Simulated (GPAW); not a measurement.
# GaSb (F-43m) in GPAW: notebook, part 2 of 2

GPAW 26.7.0.

### Step 4. Equation of state, PBE

The input, run.py:

```python
import spglib
from ase import Atoms
from ase.eos import EquationOfState
from ase.io import Trajectory, read
from ase.units import GPa
from gpaw import GPAW, PW, setup_paths

setup_paths.insert(0, '.')

atoms = read('GaSb.cif')
cell, positions, numbers = spglib.find_primitive(
    (atoms.cell[:], atoms.get_scaled_positions(), atoms.numbers), symprec=1e-4)
atoms = Atoms(numbers, cell=cell, scaled_positions=positions, pbc=True)

traj = Trajectory('eos.traj', 'w')
volumes, energies = [], []
for x in [0.94, 0.96, 0.98, 1.0, 1.02, 1.04, 1.06]:
    a = atoms.copy()
    a.set_cell(atoms.cell * x**(1 / 3), scale_atoms=True)
    calc = GPAW(mode=PW(600),
                xc='PBE',
                kpts={'size': (6, 6, 6), 'gamma': True},
                occupations={'name': 'fermi-dirac', 'width': 0.05},
                setups={'Ga': 'jth', 'Sb': 'jth'},
                nbands=-9,
                convergence={'density': 1e-05, 'energy': 1e-05},
                maxiter=150,
                txt=f'eos-{x:.2f}.txt')
    a.calc = calc
    energies.append(a.get_potential_energy(force_consistent=True))
    volumes.append(a.get_volume())
    p = -a.get_stress()[:3].mean() / GPa
    calc.write(f'eos-{x:.2f}.gpw')
    traj.write(a)
    print(f'{x:.2f} {volumes[-1]:10.4f} A^3 {energies[-1]:14.6f} eV {p:9.3f} GPa', flush=True)

v0, e0, B = EquationOfState(volumes, energies, eos='birchmurnaghan').fit()
print(f'V0 = {v0:.4f} A^3, E0 = {e0:.6f} eV, B0 = {B / GPa:.2f} GPa')
```

The input, GaSb.cif:

```cif
data_GaSb
_cell_length_a 6.11800000
_cell_length_b 6.11800000
_cell_length_c 6.11800000
_cell_angle_alpha 90.00000000
_cell_angle_beta 90.00000000
_cell_angle_gamma 90.00000000
_space_group_name_H-M_alt 'F-43m'
_space_group_name_Hall 'F -4 2 3'
_space_group_IT_number 216
loop_
_space_group_symop_operation_xyz
'x,y,z'
'y,-x,-z'
'-x,-y,z'
'-y,x,-z'
'x,-y,-z'
'y,x,z'
'-x,y,-z'
'-y,-x,z'
'z,x,y'
'-z,y,-x'
'z,-x,-y'
'-z,-y,x'
'-z,x,-y'
'z,y,x'
'-z,-x,y'
'z,-y,-x'
'y,z,x'
'-x,-z,y'
'-y,z,-x'
'x,-z,-y'
'-y,-z,x'
'x,z,y'
'y,-z,-x'
'-x,z,-y'
'x,y+1/2,z+1/2'
'y,-x+1/2,-z+1/2'
'-x,-y+1/2,z+1/2'
'-y,x+1/2,-z+1/2'
'x,-y+1/2,-z+1/2'
'y,x+1/2,z+1/2'
'-x,y+1/2,-z+1/2'
'-y,-x+1/2,z+1/2'
'z,x+1/2,y+1/2'
'-z,y+1/2,-x+1/2'
'z,-x+1/2,-y+1/2'
'-z,-y+1/2,x+1/2'
'-z,x+1/2,-y+1/2'
'z,y+1/2,x+1/2'
'-z,-x+1/2,y+1/2'
'z,-y+1/2,-x+1/2'
'y,z+1/2,x+1/2'
'-x,-z+1/2,y+1/2'
'-y,z+1/2,-x+1/2'
'x,-z+1/2,-y+1/2'
'-y,-z+1/2,x+1/2'
'x,z+1/2,y+1/2'
'y,-z+1/2,-x+1/2'
'-x,z+1/2,-y+1/2'
'x+1/2,y,z+1/2'
'y+1/2,-x,-z+1/2'
'-x+1/2,-y,z+1/2'
'-y+1/2,x,-z+1/2'
'x+1/2,-y,-z+1/2'
'y+1/2,x,z+1/2'
'-x+1/2,y,-z+1/2'
'-y+1/2,-x,z+1/2'
'z+1/2,x,y+1/2'
'-z+1/2,y,-x+1/2'
'z+1/2,-x,-y+1/2'
'-z+1/2,-y,x+1/2'
'-z+1/2,x,-y+1/2'
'z+1/2,y,x+1/2'
'-z+1/2,-x,y+1/2'
'z+1/2,-y,-x+1/2'
'y+1/2,z,x+1/2'
'-x+1/2,-z,y+1/2'
'-y+1/2,z,-x+1/2'
'x+1/2,-z,-y+1/2'
'-y+1/2,-z,x+1/2'
'x+1/2,z,y+1/2'
'y+1/2,-z,-x+1/2'
'-x+1/2,z,-y+1/2'
'x+1/2,y+1/2,z'
'y+1/2,-x+1/2,-z'
'-x+1/2,-y+1/2,z'
'-y+1/2,x+1/2,-z'
'x+1/2,-y+1/2,-z'
'y+1/2,x+1/2,z'
'-x+1/2,y+1/2,-z'
'-y+1/2,-x+1/2,z'
'z+1/2,x+1/2,y'
'-z+1/2,y+1/2,-x'
'z+1/2,-x+1/2,-y'
'-z+1/2,-y+1/2,x'
'-z+1/2,x+1/2,-y'
'z+1/2,y+1/2,x'
'-z+1/2,-x+1/2,y'
'z+1/2,-y+1/2,-x'
'y+1/2,z+1/2,x'
'-x+1/2,-z+1/2,y'
'-y+1/2,z+1/2,-x'
'x+1/2,-z+1/2,-y'
'-y+1/2,-z+1/2,x'
'x+1/2,z+1/2,y'
'y+1/2,-z+1/2,-x'
'-x+1/2,z+1/2,-y'
loop_
_atom_site_label
_atom_site_type_symbol
_atom_site_symmetry_multiplicity
_atom_site_Wyckoff_symbol
_atom_site_fract_x
_atom_site_fract_y
_atom_site_fract_z
_atom_site_occupancy
Sb1 Sb 4 c 0.2500000000 0.2500000000 0.2500000000 1
Ga1 Ga 4 a 0.0000000000 0.0000000000 0.0000000000 1
```

Potentials or basis: JTH PAW 2.0, PBE, pw.

On the command line:

```console
$ OMP_NUM_THREADS=1 python run.py
```

The log of the run:

```text
__  _  _
 | _ |_)|_||  |
 |__||  | ||/\| - 26.7.0

Input parameters:
  mode=PW(ecut=600.0),
  convergence={'density': 1e-05, 'energy': 1e-05},
  kpts=MonkhorstPack(size=(6, 6, 6), gamma=True),
  maxiter=150,
  nbands=-9,
  occupations=Occupations(name='fermi-dirac', width=0.05),
  setups={'Ga': 'jth', 'Sb': 'jth'},
  xc=XC(name='PBE')

Diagonalizing LCAO Hamiltonian
Converting LCAO to pw mode

            Sb

       Ga

Atoms  # Å, Bohr magnetons
|   | symbol |        x |        y |        z |    initial magnetic moments |
|---|--------|----------|----------|----------|-----------------------------|
| 0 |     Sb | 1.498277 | 1.498277 | 1.498277 | ( 0.0000,  0.0000,  0.0000) |
| 1 |     Ga | 0.000000 | 0.000000 | 0.000000 | ( 0.0000,  0.0000,  0.0000) |

Unit cell  # Å
| periodic |        x |        y |        z |  lengths |    angles |
|----------|----------|----------|----------|----------|-----------|
|      yes | 0.000000 | 2.996554 | 2.996554 | 4.237767 | 60.000000 |
|      yes | 2.996554 | 0.000000 | 2.996554 | 4.237767 | 60.000000 |
|      yes | 2.996554 | 2.996554 | 0.000000 | 4.237767 | 60.000000 |

Number of symmetries: 24
Symmetry operations  # r_c * U_cc + t_c -> r_c
|    | kind |            matrix            |
|----|------|------------------------------|
|  0 |  E   |  1, 0, 0,  0, 1, 0,  0, 0, 1 |
|  1 |  σ   |  1, 0, 0,  0, 0, 1,  0, 1, 0 |
|  2 |  σ   |  1, 0,-1,  0, 1,-1,  0, 0,-1 |
|  3 |  C3  |  1, 0,-1,  0, 0,-1,  0, 1,-1 |
|  4 |  C3  |  1,-1, 0,  0,-1, 1,  0,-1, 0 |
|  5 |  σ   |  1,-1, 0,  0,-1, 0,  0,-1, 1 |
|  6 |  σ   |  0, 1, 0,  1, 0, 0,  0, 0, 1 |
|  7 |  C3  |  0, 1, 0,  0, 0, 1,  1, 0, 0 |
|  8 |  C2  |  0, 1,-1,  1, 0,-1,  0, 0,-1 |
|  9 |  S4  |  0, 1,-1,  0, 0,-1,  1, 0,-1 |
| 10 |  C3  |  0, 0, 1,  1, 0, 0,  0, 1, 0 |
| 11 |  σ   |  0, 0, 1,  0, 1, 0,  1, 0, 0 |
| 12 |  S4  |  0, 0,-1,  1, 0,-1,  0, 1,-1 |
| 13 |  C3  |  0, 0,-1,  0, 1,-1,  1, 0,-1 |
| 14 |  S4  |  0,-1, 1,  1,-1, 0,  0,-1, 0 |
| 15 |  C2  |  0,-1, 1,  0,-1, 0,  1,-1, 0 |
| 16 |  C3  |  0,-1, 0,  1,-1, 0,  0,-1, 1 |
| 17 |  S4  |  0,-1, 0,  0,-1, 1,  1,-1, 0 |
| 18 |  S4  | -1, 1, 0, -1, 0, 1, -1, 0, 0 |
| 19 |  C3  | -1, 1, 0, -1, 0, 0, -1, 0, 1 |
| 20 |  C3  | -1, 0, 1, -1, 1, 0, -1, 0, 0 |
| 21 |  S4  | -1, 0, 1, -1, 0, 0, -1, 1, 0 |
| 22 |  σ   | -1, 0, 0, -1, 1, 0, -1, 0, 1 |
| 23 |  C2  | -1, 0, 0, -1, 0, 1, -1, 1, 0 |

BZ-sampling:
  Number of BZ points: 216
  Number of IBZ points: 16

  Monkhorst-Pack size: [6, 6, 6]
  Monkhorst-Pack shift: [0.08333333333333333, 0.08333333333333333, 0.08333333333333333]

K-points  # in reciprocal-cell coordinates
|     |                                coordinates |     weight |
[... 53 lines left out ...]
    |   4d | 10.000 |     -33.508 |    1.221 |
    |    d |        |       6.803 |    1.221 |

    Using partial waves for Sb as LCAO basis

  Ga:
    name:    Gallium
    Z:       31.0
    valence: 13
    core:    18
    charge:  0.0  # [|e|]
    compensation charges:
      type: bessel
      rc: 0.96  # [Å]
      lmax: 2
    cutoffs:
      filter: 1.11  # [Å]
      core: 2.14  # [Å]
    projectors
    | kind |    occ | energy [eV] | rcut [Å] |
    |------|--------|-------------|----------|
    |   4s |  2.000 |      -8.949 |    1.113 |
    |    s |        |      40.817 |    1.113 |
    |   4p |  1.000 |      -2.579 |    1.113 |
    |    p |        |      27.211 |    1.113 |
    |   3d | 10.000 |     -19.155 |    1.006 |
    |    d |        |       0.000 |    1.006 |

    Using partial waves for Ga as LCAO basis

Reference energy: -229266.504457  # eV

eigensolver:
  PPCG
  Converge bands: occupied
  niter=2

density mixing:
  MSR1-Mixer
  Pratt-step length: 0.05
  Maximum mixing coefficient: 0.75
  Old densities: 10
  SVD Regularization: 0.005
  Good broyden scale: 1.0
  Trust region scale: 1.0
  Backstep threshold: 4.0
  History deletion threshold: 6.0
  Fourier metric: weight=20.0, sigma=0.015

occupation numbers:
  Fermi-Dirac:
    width: 0.0500  # eV

poisson solver:
  ecut: 4800.0  # eV

xc functional:
[... 9 lines left out ...]
|iter     | |      energy | eigst |  dens |
|---------|-|-------------|-------|-------|
|iter:   1| |   -7.147614 | -0.75 |       |
|iter:   2| |   -7.141317 | -3.00 | -1.44 |
|iter:   3| |   -7.097758 | -2.74 | -1.47 |
|iter:   4| |   -7.099109 | -3.35 | -2.05 |
|iter:   5| |   -7.099054 | -4.64 | -2.74 |
|iter:   6| |   -7.099135c| -5.25 | -3.10 |
|iter:   7| |   -7.099136c| -6.54 | -3.99 |
|iter:   8| |   -7.099136c| -7.63c| -4.61 |
|iter:   9| |   -7.099136c| -8.06c| -5.46c|

Converged in 9 steps
Energy contributions relative to reference atoms: (reference = -229266.504457)

Energy contributions:
  Kinetic:          12.578152
  Coulomb:          -9.933520
  Zero:             -0.042918
  External:          0.000000
  Xc:               -9.700789
  Entropy:          -0.000123
  Spinorbit:         0.000000
  ----------------------------
  Free energy:      -7.099198
  Extrapolated:     -7.099136

dipole moment: (-19.376231, -19.376231, -19.376231)  # |e|*Ang

Fermi level: 5.487
Eigenvalues  # (at kpt = [0.000, 0.000, 0.000])
| band index |      eig [eV] | occ [0-2] |
|------------|---------------|-----------|
|          0 |       -23.623 |     2.000 |
|        ... |               |           |
|          6 |        -9.920 |     2.000 |
|          7 |        -9.920 |     2.000 |
|          8 |        -9.864 |     2.000 |
|          9 |        -9.864 |     2.000 |
|         10 |        -6.683 |     2.000 |
|         11 |         5.241 |     1.986 |
[... 9 lines left out ...]
|         21 |        14.813 |     0.000 |
|         22 |        14.813 |     0.000 |

Gap: 0.476 eV
Transition (v -> c):
  (s=0, k=0, n=13, [0.00, 0.00, 0.00]) -> (s=0, k=0, n=14, [0.00, 0.00, 0.00])
No difference between direct/indirect transitions

Stress tensor  # eV/Ang^3
|         x |         y |         z |
|-----------|-----------|-----------|
| -0.038729 |  0.000000 |  0.000000 |
|  0.000000 | -0.038729 |  0.000000 |
|  0.000000 |  0.000000 | -0.038729 |

# Writing to eos-0.94.gpw (mode='')
```

Wall time 87 s (1 thread of Arm Neoverse V1, shared host); peak memory 0.26 GiB.

What came out:

```
Equilibrium volume                      : 30.05 Å³/atom
Bulk modulus                            : 43 GPa
Pressure derivative of the bulk modulus : 4.6 (rough: it moves with the points fitted)
```

Energy against volume, from the lowest point:
| volume (Å³/atom) | energy (meV/atom) |
| --- | --- |
| 26.907 | 54.30 |
| 27.480 | 34.73 |
| 28.052 | 20.10 |
| 28.625 | 9.73 |
| 29.197 | 3.12 |
| 29.770 | 0.00 |
| 30.342 | 0.10 |

Caveat: the program truncates these outside data sets. Zero-point motion and thermal expansion aren't in these numbers.

### Step 5. Dielectric tensor, PBE

The input, run.py:

```python
import numpy as np
from ase.dft.bandgap import bandgap
from ase.io import read, write
from gpaw import GPAW, PW
from gpaw.response.df import DielectricFunction

atoms = read('POSCAR')

calc = GPAW(mode=PW(500),
            xc='PBE',
            kpts={'size': (6, 6, 6), 'gamma': True},
            occupations={'name': 'fermi-dirac', 'width': 0.001},
            nbands=18,
            convergence={'density': 1e-06},
            maxiter=150,
            txt='gpaw.txt')
atoms.calc = calc
energy = atoms.get_potential_energy()
calc.write('gs.gpw')
write('result.traj', atoms)
print(f'Energy: {energy:.6f} eV')
print('Fermi level:', round(calc.get_fermi_level(), 4), 'eV')
print(f'Gap: {bandgap(calc)[0]:.4f} eV, direct: {bandgap(calc, direct=True)[0]:.4f} eV')

for size in [(13, 13, 13), (19, 19, 19)]:
    name = 'x'.join(str(n) for n in size)
    dense = calc.fixed_density(kpts={'size': size, 'gamma': True},
                               nbands=31, convergence={'bands': 25},
                               update_fermi_level=True, txt=f'dense-{name}.txt')
    dense.write(f'{name}.gpw', mode='all')
    df = DielectricFunction(f'{name}.gpw', frequencies=np.array([0.0]), hilbert=False, eta=0.001,
                            ecut=80, nbands=25, intraband=False, txt=f'df-{name}.txt')
    for xc in ['RPA', 'ALDA', 'LR0.1']:
        for direction in ['x', 'y', 'z', [0, 1, 1], [1, 0, 1], [1, 1, 0]]:
            e0, e = df.get_macroscopic_dielectric_constant(xc=xc, direction=direction)
            print(f'{name} {xc} {direction}: {e0:.4f} without, {e:.4f} with local fields')
```

The input, POSCAR:

```
GaSb
1.0
    0.0000000000      3.0590000000      3.0590000000
    3.0590000000      0.0000000000      3.0590000000
    3.0590000000      3.0590000000      0.0000000000
Sb Ga
1 1
Direct
    0.7500000000      0.7500000000      0.7500000000
    0.0000000000      0.0000000000      0.0000000000
```

Potentials or basis: GPAW PAW data sets (gpaw-data 1.2.1), pw.

On the command line:

```console
$ OMP_NUM_THREADS=1 python run.py
```

gpaw.txt:

```text
__  _  _
 | _ |_)|_||  |
 |__||  | ||/\| - 26.7.0

Input parameters:
  mode=PW(ecut=500.0),
  convergence={'density': 1e-06},
  kpts=MonkhorstPack(size=(6, 6, 6), gamma=True),
  maxiter=150,
  nbands=18,
  occupations=Occupations(name='fermi-dirac', width=0.001),
  xc=XC(name='PBE')

Diagonalizing LCAO Hamiltonian
Converting LCAO to pw mode

                     Sb

       Ga

Atoms  # Å, Bohr magnetons
|   | symbol |        x |        y |        z |    initial magnetic moments |
|---|--------|----------|----------|----------|-----------------------------|
| 0 |     Sb | 4.588500 | 4.588500 | 4.588500 | ( 0.0000,  0.0000,  0.0000) |
| 1 |     Ga | 0.000000 | 0.000000 | 0.000000 | ( 0.0000,  0.0000,  0.0000) |

Unit cell  # Å
| periodic |        x |        y |        z |  lengths |    angles |
|----------|----------|----------|----------|----------|-----------|
[... 162 lines left out ...]
|iter:   1| |   -7.623718 | +0.13 |       |
|iter:   2| |   -7.626361 | -2.09 | -1.28 |
|iter:   3| |   -7.608122 | -2.50 | -1.31 |
|iter:   4| |   -7.610216 | -3.20 | -1.85 |
|iter:   5| |   -7.610603c| -4.26 | -2.59 |
|iter:   6| |   -7.610725c| -4.96 | -2.97 |
|iter:   7| |   -7.610726c| -6.58 | -4.13 |
|iter:   8| |   -7.610726c| -7.45c| -4.57 |
|iter:   9| |   -7.610726c| -8.05c| -5.38 |
|iter:  10| |   -7.610726c| -8.68c| -5.92 |
|iter:  11| |   -7.610726c| -9.14c| -6.78c|

Converged in 11 steps
Energy contributions relative to reference atoms: (reference = -229166.229777)

Energy contributions:
  Kinetic:          12.448604
  Coulomb:         -10.892161
  Zero:              0.197417
  External:          0.000000
  Xc:               -9.364586
  Entropy:          -0.000000
  Spinorbit:         0.000000
  ----------------------------
  Free energy:      -7.610726
  Extrapolated:     -7.610726

dipole moment: (-11.037114, -11.037114, -11.037114)  # |e|*Ang

Fermi level: 4.913
Eigenvalues  # (at kpt = [0.000, 0.000, 0.000])
| band index |      eig [eV] | occ [0-2] |
|------------|---------------|-----------|
|          0 |       -23.853 |     2.000 |
|          1 |       -23.853 |     2.000 |
|          2 |       -23.853 |     2.000 |
|          3 |       -23.837 |     2.000 |
|          4 |       -23.837 |     2.000 |
|          5 |        -6.556 |     2.000 |
[... 10 lines left out ...]
|         16 |        14.428 |     0.000 |
|         17 |        14.428 |     0.000 |

Gap: 0.088 eV
Transition (v -> c):
  (s=0, k=0, n=8, [0.00, 0.00, 0.00]) -> (s=0, k=0, n=9, [0.00, 0.00, 0.00])
No difference between direct/indirect transitions
# Writing to gs.gpw (mode='')
```

stdout:

```text
Energy: -7.610726 eV
Fermi level: 4.9135 eV
Gap: 0.0884 eV, direct: 0.0884 eV
13x13x13 RPA x: 561.1032 without, 554.0664 with local fields
13x13x13 RPA y: 561.1032 without, 554.0664 with local fields
13x13x13 RPA z: 561.1032 without, 554.0664 with local fields
[... 22 lines left out ...]
19x19x19 ALDA y: 192.0871 without, 190.8961 with local fields
19x19x19 ALDA z: 192.0871 without, 190.8961 with local fields
19x19x19 ALDA [0, 1, 1]: 192.0871 without, 190.8961 with local fields
19x19x19 ALDA [1, 0, 1]: 192.0871 without, 190.8961 with local fields
19x19x19 ALDA [1, 1, 0]: 192.0871 without, 190.8961 with local fields
19x19x19 LR0.1 x: 192.0871 without, -375.5197 with local fields
19x19x19 LR0.1 y: 192.0871 without, -375.5197 with local fields
19x19x19 LR0.1 z: 192.0871 without, -375.5197 with local fields
19x19x19 LR0.1 [0, 1, 1]: 192.0871 without, -375.5197 with local fields
19x19x19 LR0.1 [1, 0, 1]: 192.0871 without, -375.5197 with local fields
19x19x19 LR0.1 [1, 1, 0]: 192.0871 without, -375.5197 with local fields
```

df-13x13x13.txt:

```text
FrequencyGridDescriptor(from 0.000 to 0.000 eV, 1 points)
FrequencyGridDescriptor(from 0.000 to 0.000 eV, 1 points)

Calculating chi0 body with:
    Ground state adapter containing:
    Number of spins: 1
    Number of kpoints: 2197
    Number of irreducible kpoints: 84
    Number of completely occupied states: 9
    Number of partially occupied states: 9

[... 158 lines left out ...]
      (4,1)   0.00000000  0.00000000  yes
      (4,2)   0.00000000  0.00000000  yes
      (4,3)   0.00000000  0.00000000  yes
      (4,4)   0.00008397  0.00000049  yes
      In total: 0.9999931401229808 of the surface norm square is covered on average
      In total: 0.9999931401229808 of the surface norm square could be covered on average
[... 226 lines left out ...]
Finished calculating f(G)
Calculating LR kernel with alpha = 0.1
Calculating LR kernel with alpha = 0.1
Calculating LR kernel with alpha = 0.1
Calculating LR kernel with alpha = 0.1
Calculating LR kernel with alpha = 0.1
Calculating LR kernel with alpha = 0.1
```

It took 5.2 min on 1 thread of Arm Neoverse V1, shared host; peak memory 1.3 GiB.

Results:

| Item | Value |
| --- | --- |
| Free energy | -7.6107 eV |
| Band gap on the k mesh | 0.09 eV, direct |
| Electronic dielectric tensor (diagonal) | 189.60 |

Electronic dielectric tensor:
```
189.60   0.00   0.00
  0.00 189.60   0.00
  0.00   0.00 189.60
```

Caveat: the dielectric constant isn't converged in the k mesh; the gap is small at this level, which inflates the dielectric constant; the long-wavelength limit can be off by a per cent or two; spin-orbit coupling is left out, which moves the levels of the heavy elements; an odd mesh through Γ misses points on the zone boundary, where band edges often lie.

### Step 6. The reference run

An earlier run on the cell as given: functional PBE; potentials or basis GPAW PAW data sets (gpaw-data 1.2.1); cutoff 600 eV; basis pw; k mesh 8 × 8 × 8; occupations fermi-dirac, width 0.05 eV; no spin polarisation.

- Pressure: 2.3 GPa
- Band gap on the k mesh: 0.09 eV, direct

### Step 7. The runs side by side

```tsv
task	level	potentials or basis	spin	k mesh	cutoff (eV)	smearing	band path	band points	spin axis theta (degrees)	spin axis phi (degrees)	data set	gap on the mesh (eV)	pressure (GPa)
band structure	LDA	the program's PAW data sets (release 1.2.1) made for this functional, pw	SOC, no magnetisation	6 × 6 × 6	600	fermi-dirac 0.05 eV	GXWKGLUWLK,UX	80	90	0	-	-	-1.7
equation of state	PBE	JTH PAW 2.0, PBE, pw	off	6 × 6 × 6	600	fermi-dirac 0.05 eV	-	-	-	-	Ga jth, Sb jth	-	-
dielectric tensor	PBE	GPAW PAW data sets (gpaw-data 1.2.1), pw	off	6 × 6 × 6	500	fermi-dirac 0.001 eV	-	-	-	-	-	0.09	-
single point	PBE	GPAW PAW data sets (gpaw-data 1.2.1), pw	off	8 × 8 × 8	600	fermi-dirac 0.05 eV	-	-	-	-	-	0.09	2.3
```

Alike in all rows: cell as given.

Caveats: spin-orbit coupling is left out, which moves the levels of the heavy elements (some runs); spin-orbit coupling was added after a scalar SCF, so levels and gaps hold it while energy, forces, pressure and moments don't (some runs); this program's spin-orbit splittings come out too wide for heavy elements (some runs); this crystal is a semiconductor, whose small gap the functional closes, so the metal is an error of the method (some runs); the program truncates these outside data sets (some runs); the dielectric constant isn't converged in the k mesh (some runs); the gap is small at this level, which inflates the dielectric constant (some runs).

Total energies depend on the potentials used, so only differences within one code and one set of settings carry meaning.

### Step 8. Comparison with measurements

Step 3. Measured gap of GaSb: 0.811 eV (direct; 4.2 K; a printed reference work, data compilation). This calculation gives 0.00 eV (-0.81 eV). The value is that of LDA, without temperature or zero-point motion. Semilocal functionals fall short of measured gaps as a rule.

Step 5. Measured gap of GaSb: 0.811 eV (direct; 4.2 K; a printed reference work, data compilation). This calculation gives 0.09 eV (-0.72 eV). Spin-orbit coupling on Ga, Sb is left out. The value is that of PBE on a finite k mesh, which can miss the band edges, without temperature or zero-point motion. Semilocal functionals fall short of measured gaps as a rule. Against the measured high-frequency dielectric constant of GaSb, 14.44 (300 K; a printed reference work, monograph), the calculated 189.60 is off by +1213.0 %. So large a miss can be the level of theory's own, or it may mean another phase, state or a wrong row.
